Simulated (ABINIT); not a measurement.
# BaTiO3 (Pm-3m) in ABINIT: a series of runs

One crystal, BaTiO3, is run at these levels: PBE; tasks: single point, relaxation of cell and atoms.

Everything below comes from runs of ABINIT 10.8.3 (patched build). Logs are shortened: lines on timing, memory, paths and dates and some standing lists are left out, and cuts for length are marked. The log counts tension as positive stress, the text compression.

### 1 The structure

It takes space group Pm-3m (No. 221, cubic). The conventional cell has a = 4.006 Å, b = 4.006 Å, c = 4.006 Å, α = 90.00°, β = 90.00°, γ = 90.00°. Around Ba (site symmetry m-3m) lie 12 O at 2.83 Å. Around Ti (site symmetry m-3m) lie 6 O at 2.00 Å. O (site symmetry 4/mmm) is surrounded by 2 Ti at 2.00 Å.

### 2 Single point, PBE

Contents of run.abi:

```
# Pseudopotentials
pp_dirpath "./"
pseudos "Ba.upf, Ti.upf, O.upf"

# Structure
acell 7.5702428553 7.5702428553 7.5702428553
rprim
     1.0000000000     0.0000000000     0.0000000000
     0.0000000000     1.0000000000     0.0000000000
     0.0000000000     0.0000000000     1.0000000000
ntypat 3
znucl 56 22 8
natom 5
typat 1 2 3 3 3
xcart
     3.7851214276     3.7851214276     3.7851214276
     0.0000000000     0.0000000000     0.0000000000
     0.0000000000     0.0000000000     3.7851214276
     0.0000000000     3.7851214276     0.0000000000
     3.7851214276     0.0000000000     0.0000000000

# Plane-wave basis
ecut 46.0

# k points
kptopt 1
ngkpt 5 5 5
nshiftk 1
shiftk 0.0 0.0 0.0

# Exchange and correlation
ixc 11

# Bands and occupations
nband 24
occopt 3
tsmear 0.00183747

# SCF cycle
nstep 100
tolvrs 1.0e-10

# Output
iomode 3
prtwf 0
prtden 0
prteig 0
prtebands 0
enunit 2
prtvol 2
```

Potentials or basis: PseudoDojo NC SR PBE v0.5 stringent.

Launch:

```console
abinit run.abi > log 2>&1
```

run.abo:

```text
.Version 10.8.3 of ABINIT
 Symmetries : space group Pm -3 m (#221); Bravais cP (primitive cubic)
================================================================================
 Values of the parameters that define the memory need of the present run
     intxc =       0    ionmov =       0      iscf =       7    lmnmax =       8
     lnmax =       8     mgfft =      48  mpssoang =       4    mqgrid =    3001
     natom =       5  nloc_mem =       1    nspden =       1   nspinor =       1
    nsppol =       1      nsym =      48    n1xccc =    2501    ntypat =       3
    occopt =       3   xclevel =       2
       mpw =        6487          nfft =      110592          nkpt =          10
================================================================================
================================================================================

--------------------------------------------------------------------------------
------------- Echo of variables that govern the present computation ------------
--------------------------------------------------------------------------------
 -outvars: echo values of preprocessed input variables --------
            acell      7.5702428553E+00  7.5702428553E+00  7.5702428553E+00 Bohr
              amu      1.37327000E+02  4.78800000E+01  1.59994000E+01
             ecut      4.60000000E+01 Hartree
           enunit           2
              ixc          11
         kptrlatt        5    0    0      0    5    0      0    0    5
          kptrlen      3.78512143E+01
            natom           5
            nband          24
            ngfft          48      48      48
             nkpt          10
            nstep         100
             nsym          48
           ntypat           3
           occopt           3
           prtden           0
        prtebands           0
           prteig           0
           prtvol           2
            prtwf           0
          spgroup         221
           tolvrs      1.00000000E-10
           tsmear      1.83747000E-03 Hartree
            typat      1  2  3  3  3
           xangst      2.0029999986E+00  2.0029999986E+00  2.0029999986E+00
                      -2.6459162510E-11 -2.6459162510E-11 -2.6459162510E-11
                      -2.6459162510E-11 -2.6459162510E-11  2.0029999986E+00
                      -2.6459162510E-11  2.0029999986E+00 -2.6459162510E-11
                       2.0029999986E+00 -2.6459162510E-11 -2.6459162510E-11
            xcart      3.7851214276E+00  3.7851214276E+00  3.7851214276E+00
                      -5.0000570665E-11 -5.0000570665E-11 -5.0000570665E-11
                      -5.0000570665E-11 -5.0000570665E-11  3.7851214276E+00
                      -5.0000570665E-11  3.7851214276E+00 -5.0000570665E-11
                       3.7851214276E+00 -5.0000570665E-11 -5.0000570665E-11
             xred      4.9999999999E-01  4.9999999999E-01  4.9999999999E-01
                      -6.6048833069E-12 -6.6048833069E-12 -6.6048833069E-12
                      -6.6048833069E-12 -6.6048833069E-12  4.9999999999E-01
                      -6.6048833069E-12  4.9999999999E-01 -6.6048833069E-12
                       4.9999999999E-01 -6.6048833069E-12 -6.6048833069E-12
            znucl       56.00000   22.00000    8.00000

================================================================================

 chkinp: Checking input parameters for consistency.

================================================================================
== DATASET  1 ==================================================================

--- !DatasetInfo
iteration_state: {dtset: 1, }
dimensions: {natom: 5, nkpt: 10, mband: 24, nsppol: 1, nspinor: 1, nspden: 1, mpw: 6487, }
cutoff_energies: {ecut:  46.0, pawecutdg:  -1.0, }
electrons: {nelect:   4.00000000E+01, charge:   0.00000000E+00, occopt:   3.00000000E+00, tsmear:   1.83747000E-03, }
meta: {optdriver: 0, ionmov: 0, optcell: 0, iscf: 7, paral_kgb: 0, }
...

 Exchange-correlation functional for the present dataset will be:
  GGA: Perdew-Burke-Ernzerhof functional - ixc=11
  J.P.Perdew, K.Burke, M.Ernzerhof, PRL 77, 3865 (1996)

 Real(R)+Recip(G) space primitive vectors, cartesian coordinates (Bohr,Bohr^-1):
 R(1)=  7.5702429  0.0000000  0.0000000  G(1)=  0.1320962  0.0000000  0.0000000
 R(2)=  0.0000000  7.5702429  0.0000000  G(2)=  0.0000000  0.1320962  0.0000000
 R(3)=  0.0000000  0.0000000  7.5702429  G(3)=  0.0000000  0.0000000  0.1320962
[... 164 lines left out ...]
    2     -0.00000000000000    -0.00000000000000    -0.00000000000000
    3     -0.00000000000000    -0.00000000000000    -0.00000000000000
    4     -0.00000000000000    -0.00000000000000    -0.00000000000000
    5     -0.00000000000000    -0.00000000000000    -0.00000000000000
 frms,max,avg= 0.0000000E+00 0.0000000E+00   0.000E+00  0.000E+00  0.000E+00 h/b

 cartesian forces (eV/Angstrom) at end:
    1     -0.00000000000000    -0.00000000000000    -0.00000000000000
    2     -0.00000000000000    -0.00000000000000    -0.00000000000000
    3     -0.00000000000000    -0.00000000000000    -0.00000000000000
    4     -0.00000000000000    -0.00000000000000    -0.00000000000000
    5     -0.00000000000000    -0.00000000000000    -0.00000000000000
 frms,max,avg= 0.0000000E+00 0.0000000E+00   0.000E+00  0.000E+00  0.000E+00 e/A
 length scales=  7.570242855300  7.570242855300  7.570242855300 bohr
              =  4.005999997308  4.005999997308  4.005999997308 angstroms
 Fermi (or HOMO) energy (hartree) =   0.28167   Average Vxc (hartree)=  -0.42027
 Eigenvalues (hartree) for nkpt=  10  k points:
 kpt#   1, nband= 24, wtk=  0.00800, kpt=  0.0000  0.0000  0.0000 (reduced coord)
  -1.83006   -0.95653   -0.95653   -0.95653   -0.65708   -0.36828   -0.34362   -0.34362
  -0.11247   -0.11247   -0.11247    0.16566    0.16566    0.16566    0.20859    0.20859
   0.20859    0.24482    0.24482    0.24482    0.31581    0.31581    0.31581    0.39541
      occupation numbers for kpt#   1
   2.00000    2.00000    2.00000    2.00000    2.00000    2.00000    2.00000    2.00000
   2.00000    2.00000    2.00000    2.00000    2.00000    2.00000    2.00000    2.00000
   2.00000    2.00000    2.00000    2.00000    0.00000    0.00000    0.00000    0.00000
 kpt#   2, nband= 24, wtk=  0.04800, kpt=  0.2000  0.0000  0.0000 (reduced coord)
  -1.83005   -0.95719   -0.95651   -0.95651   -0.65560   -0.36961   -0.34320   -0.34178
  -0.11039   -0.11039   -0.10718    0.14364    0.16162    0.16162    0.19560    0.19560
   0.19802    0.21523    0.23600    0.23600    0.31740    0.34088    0.34088    0.39548
      occupation numbers for kpt#   2
   2.00000    2.00000    2.00000    2.00000    2.00000    2.00000    2.00000    2.00000
   2.00000    2.00000    2.00000    2.00000    2.00000    2.00000    2.00000    2.00000
   2.00000    2.00000    2.00000    2.00000    0.00000    0.00000    0.00000    0.00000
 kpt#   3, nband= 24, wtk=  0.04800, kpt=  0.4000  0.0000  0.0000 (reduced coord)
[... 48 lines left out ...]
  -1.82999   -0.95810   -0.95810   -0.95704   -0.64961   -0.35303   -0.33958   -0.33823
  -0.12198   -0.12158   -0.10887    0.09904    0.11466    0.12676    0.14890    0.15973
   0.16588    0.22020    0.22571    0.24299    0.38185    0.38276    0.39232    0.46384
      occupation numbers for kpt#   9
   2.00000    2.00000    2.00000    2.00000    2.00000    2.00000    2.00000    2.00000
   2.00000    2.00000    2.00000    2.00000    2.00000    2.00000    2.00000    2.00000
   2.00000    2.00000    2.00000    2.00000    0.00000    0.00000    0.00000    0.00000
 kpt#  10, nband= 24, wtk=  0.06400, kpt=  0.4000  0.4000  0.4000 (reduced coord)
  -1.82997   -0.95806   -0.95805   -0.95805   -0.64820   -0.34170   -0.33628   -0.33628
  -0.13382   -0.13382   -0.12655    0.09438    0.11487    0.11487    0.15077    0.16230
   0.16230    0.24007    0.24007    0.24480    0.39717    0.39717    0.39721    0.51064
      occupation numbers for kpt#  10
   2.00000    2.00000    2.00000    2.00000    2.00000    2.00000    2.00000    2.00000
   2.00000    2.00000    2.00000    2.00000    2.00000    2.00000    2.00000    2.00000
   2.00000    2.00000    2.00000    2.00000    0.00000    0.00000    0.00000    0.00000
 Fermi (or HOMO) energy (eV) =   7.66450   Average Vxc (eV)= -11.43607
 Eigenvalues (   eV  ) for nkpt=  10  k points:
 kpt#   1, nband= 24, wtk=  0.00800, kpt=  0.0000  0.0000  0.0000 (reduced coord)
 -49.79853  -26.02859  -26.02859  -26.02859  -17.88005  -10.02134   -9.35029   -9.35029
  -3.06056   -3.06056   -3.06056    4.50780    4.50780    4.50780    5.67604    5.67604
   5.67604    6.66188    6.66188    6.66188    8.59368    8.59368    8.59368   10.75952
 kpt#   2, nband= 24, wtk=  0.04800, kpt=  0.2000  0.0000  0.0000 (reduced coord)
 -49.79820  -26.04637  -26.02790  -26.02790  -17.83971  -10.05756   -9.33906   -9.30041
  -3.00383   -3.00383   -2.91646    3.90859    4.39801    4.39801    5.32243    5.32243
   5.38852    5.85666    6.42196    6.42196    8.63690    9.27592    9.27592   10.76162
 kpt#   3, nband= 24, wtk=  0.04800, kpt=  0.4000  0.0000  0.0000 (reduced coord)
 -49.79766  -26.07491  -26.02679  -26.02679  -17.77275  -10.21349   -9.32076   -9.09545
  -2.90767   -2.90767   -2.68815    2.97471    4.11561    4.11561    4.99076    5.00589
   5.00806    5.00806    6.13971    6.13971    8.70930   10.16887   10.16887   10.76401
 kpt#   4, nband= 24, wtk=  0.09600, kpt=  0.2000  0.2000  0.0000 (reduced coord)
 -49.79786  -26.04588  -26.04519  -26.02723  -17.80415  -10.01157   -9.33012   -9.29359
  -3.07002   -2.94302   -2.79906    3.63015    4.04206    4.35296    4.58580    4.99567
   5.49102    5.74118    6.09943    6.30885    9.23279    9.36351    9.58171   11.19213
 kpt#   5, nband= 24, wtk=  0.19200, kpt=  0.4000  0.2000  0.0000 (reduced coord)
[... 8 lines left out ...]
 -49.79753  -26.04531  -26.04445  -26.04445  -17.77218   -9.92291   -9.30310   -9.30310
  -3.12126   -3.12126   -2.63391    3.36255    4.00595    4.00595    4.64528    4.64528
   4.81934    6.02963    6.12620    6.12620    9.61640    9.66312    9.66312   12.18451
 kpt#   8, nband= 24, wtk=  0.19200, kpt=  0.4000  0.2000  0.2000 (reduced coord)
 -49.79699  -26.07285  -26.04364  -26.04326  -17.71938   -9.88712   -9.25838   -9.19603
  -3.20794   -3.07037   -2.73167    2.85468    3.55778    3.93593    3.97483    4.43931
   4.88359    5.83737    6.07507    6.08450    9.73907   10.30339   10.32614   12.19101
 kpt#   9, nband= 24, wtk=  0.19200, kpt=  0.4000  0.4000  0.2000 (reduced coord)
 -49.79645  -26.07136  -26.07115  -26.04228  -17.67670   -9.60656   -9.24034   -9.20360
  -3.31922   -3.30842   -2.96249    2.69497    3.12009    3.44938    4.05180    4.34641
   4.51375    5.99193    6.14181    6.61203   10.39079   10.41552   10.67553   12.62164
 kpt#  10, nband= 24, wtk=  0.06400, kpt=  0.4000  0.4000  0.4000 (reduced coord)
 -49.79592  -26.07003  -26.06982  -26.06982  -17.63835   -9.29817   -9.15063   -9.15063
  -3.64143   -3.64143   -3.44366    2.56830    3.12576    3.12576    4.10257    4.41645
   4.41645    6.53257    6.53257    6.66148   10.80766   10.80766   10.80856   13.89511
 Total charge density [el/Bohr^3]
)     Maximum=    1.3444E+00  at reduced coord.    0.0000    0.0000    0.0833
)Next maximum=    1.3444E+00  at reduced coord.    0.0000    0.0833    0.0000
)     Minimum=    1.9822E-04  at reduced coord.    0.5000    0.5000    0.5000
)Next minimum=    8.2155E-04  at reduced coord.    0.5000    0.5000    0.4792
   Integrated=    4.0000E+01

--- !EnergyTerms
iteration_state     : {dtset: 1, }
comment             : Components of total free energy in Hartree
kinetic             :  6.31965570524396E+01
hartree             :  2.97923656221346E+01
xc                  : -2.80460365836825E+01
Ewald energy        : -1.03574517585627E+02
psp_core            :  5.19659903385230E+00
local_psp           : -1.00760919042506E+02
non_local_psp       : -3.23258818753184E+00
internal            : -1.37428539690921E+02
'-kT*entropy'       : -6.39932191304316E-11
total_energy        : -1.37428539690985E+02
total_energy_eV     : -3.73962107475253E+03
band_energy         : -1.03387953888169E+01
...

 Cartesian components of stress tensor (hartree/bohr^3)
  sigma(1 1)= -4.56092739E-05  sigma(3 2)=  0.00000000E+00
  sigma(2 2)= -4.56092739E-05  sigma(3 1)=  0.00000000E+00
  sigma(3 3)= -4.56092739E-05  sigma(2 1)=  0.00000000E+00

-Cartesian components of stress tensor (GPa)         [Pressure=  1.3419E+00 GPa]
- sigma(1 1)= -1.34187117E+00  sigma(3 2)=  0.00000000E+00
- sigma(2 2)= -1.34187117E+00  sigma(3 1)=  0.00000000E+00
- sigma(3 3)= -1.34187117E+00  sigma(2 1)=  0.00000000E+00

== END DATASET(S) ==============================================================
================================================================================

 -outvars: echo values of variables after computation  --------
            acell      7.5702428553E+00  7.5702428553E+00  7.5702428553E+00 Bohr
           etotal     -1.3742853969E+02
            fcart     -0.0000000000E+00 -0.0000000000E+00 -0.0000000000E+00
                      -0.0000000000E+00 -0.0000000000E+00 -0.0000000000E+00
                      -0.0000000000E+00 -0.0000000000E+00 -0.0000000000E+00
                      -0.0000000000E+00 -0.0000000000E+00 -0.0000000000E+00
                      -0.0000000000E+00 -0.0000000000E+00 -0.0000000000E+00
           strten     -4.5609273929E-05 -4.5609273929E-05 -4.5609273929E-05
                       0.0000000000E+00  0.0000000000E+00  0.0000000000E+00
           xangst      2.0029999986E+00  2.0029999986E+00  2.0029999986E+00
                      -2.6459162510E-11 -2.6459162510E-11 -2.6459162510E-11
                      -2.6459162510E-11 -2.6459162510E-11  2.0029999986E+00
                      -2.6459162510E-11  2.0029999986E+00 -2.6459162510E-11
                       2.0029999986E+00 -2.6459162510E-11 -2.6459162510E-11
             xred      4.9999999999E-01  4.9999999999E-01  4.9999999999E-01
                      -6.6048833069E-12 -6.6048833069E-12 -6.6048833069E-12
                      -6.6048833069E-12 -6.6048833069E-12  4.9999999999E-01
                      -6.6048833069E-12  4.9999999999E-01 -6.6048833069E-12
                       4.9999999999E-01 -6.6048833069E-12 -6.6048833069E-12
 Calculation completed.
```

Wall time 59 s (1 thread of Intel Xeon 6975P-C (Granite Rapids), shared host); peak memory 0.1 GiB.

Results:

* Free energy: -3739.6211 eV
* Pressure: 1.3 GPa
* Band gap on the k mesh: 1.93 eV, direct
* Valence electrons inside the program's atomic spheres: Ba 5.23; Ti 9.35; O 6.18

Levels at points of the mesh, in eV from the valence-band top:
```
           k point  band 17  band 18  band 19  band 20  band 21  band 22  band 23  band 24
(0.00, 0.00, 0.00)    -0.99     0.00     0.00     0.00     1.93     1.93     1.93     4.10
```

Caveat: spin-orbit coupling is left out, which moves the levels of the heavy elements; an odd mesh through Γ misses points on the zone boundary, where band edges often lie.

### 3 Relaxation of cell and atoms, PBE

Contents of run.abi:

```
pp_dirpath "./"
pseudos "Ba.upf, Ti.upf, O.upf"

acell 3*1.0
rprim
     7.5702428553     0.0000000000     0.0000000000
     0.0000000000     7.5702428553     0.0000000000
     0.0000000000     0.0000000000     7.5702428553
ntypat 3
znucl 56 22 8
natom 5
typat 1 2 3 3 3
chkprim 0
chksymtnons 0
tolsym 1.0e-6
xred
            1/2            1/2            1/2
            0.0            0.0            0.0
            0.0            0.0            1/2
            0.0            1/2            0.0
            1/2            0.0            0.0

ecut 1142.878222 eV
ecutsm 0.5

kptopt 1
ngkpt 5 5 5
nshiftk 1
shiftk 0.0 0.0 0.0

ixc 11

nband 24
occopt 3
tsmear 0.05 eV

nstep 80
tolvrs 1.0e-12

iomode 3
prteig 0
prtebands 0
prtwf 0
prtden 0

ionmov 2
optcell 2
ntime 50
tolmxf 2.0e-5
dilatmx 1.08
```

Potentials or basis: PseudoDojo NC SR PBE v0.4.1 standard.

Launch:

```console
mpirun --bind-to none -np 4 abinit run.abi > log 2>&1
```

It took 93 s on 4 MPI ranks of Arm Neoverse V2, shared host; peak memory 0.4 GiB.

Results (log left out):

* Free energy: -3738.4559 eV
* Relaxed volume: 13.01 Å³/atom
* Relaxed cell: a = 4.022 Å, b = 4.022 Å, c = 4.022 Å, α = 90.00°, β = 90.00°, γ = 90.00°
* Space group after relaxing (to 0.05 Å): Pm-3m (No. 221)
* Energy gained by relaxing: 0.9 meV/atom
* Ionic steps: 4
* Pressure after relaxing: 0.0 GPa
* Band gap on the k mesh: 1.88 eV, indirect (least direct gap 1.92 eV)

The path:
| step | energy change (eV) | largest force (eV/Å) | pressure (GPa) | volume (Å³) |
| --- | --- | --- | --- | --- |
| 1 | 0.0000 | 0.0000 | 1.94 | 64.29 |
| 2 | -0.0034 | 0.0000 | 0.94 | 64.67 |
| 3 | -0.0045 | 0.0000 | 0.01 | 65.04 |
| 4 | -0.0045 | 0.0000 | 0.00 | 65.04 |

Final structure:
```
Ba Ti O
1.0
     4.02157    0.00000    0.00000
     0.00000    4.02157    0.00000
     0.00000    0.00000    4.02157
Ba Ti O
1 1 3
Cartesian
  2.0108 2.0108 2.0108
  0.0000 0.0000 0.0000
  0.0000 0.0000 2.0108
  0.0000 2.0108 0.0000
  2.0108 0.0000 0.0000
```

Caveat: this set's barium file shifts pressures by 1 GPa against other sets; this release of the barium file is off; spin-orbit coupling is left out, which moves the levels of the heavy elements; an odd mesh through Γ misses points on the zone boundary, where band edges often lie.
